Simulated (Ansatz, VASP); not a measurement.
# Two plane-wave programs on Sb

```
Sb
1.0
     3.20158    0.00000    0.00000
     0.00000    3.20158    0.00000
     0.00000    0.00000    3.20158
Sb
1
Cartesian
  0.0000 0.0000 0.0000
```

Change from the starting cell: volume scaled by 1.04.

Alike in both runs: task single point; functional PBEsol; k mesh 8 × 8 × 8; occupations fermi-dirac, width 0.05 eV; no spin polarisation.

|  | VASP | Ansatz |
| --- | --- | --- |
| version | VASP 6.6.1 | Ansatz 0.2.0 |
| potentials or method | VASP PAW PBE potentials, release 64 (Sb) | Ansatz PAW |
| plane-wave cutoff (eV) | 520 | 420 |
| valence electrons in the cell | 5 | 15 |

|  | VASP | Ansatz | Ansatz less VASP |
| --- | --- | --- | --- |
| gap on the k mesh at the Fermi level (eV) | none | none | - |
| pressure (GPa) | -6.1 | -6.1 | -0.02 |

A gap of «none» marks a metal or a gap that the smearing closes. The two sets of potentials don't hold the same shells in valence.

Caveats: the PAW data sets were made with another functional, which shifts forces and pressure a little (VASP); the PAW data sets come from PBE, with cores solved anew for the run's functional, which leaves a small shift of forces and pressure (Ansatz). The runs have no spin-orbit coupling, so splittings on Sb are missing.
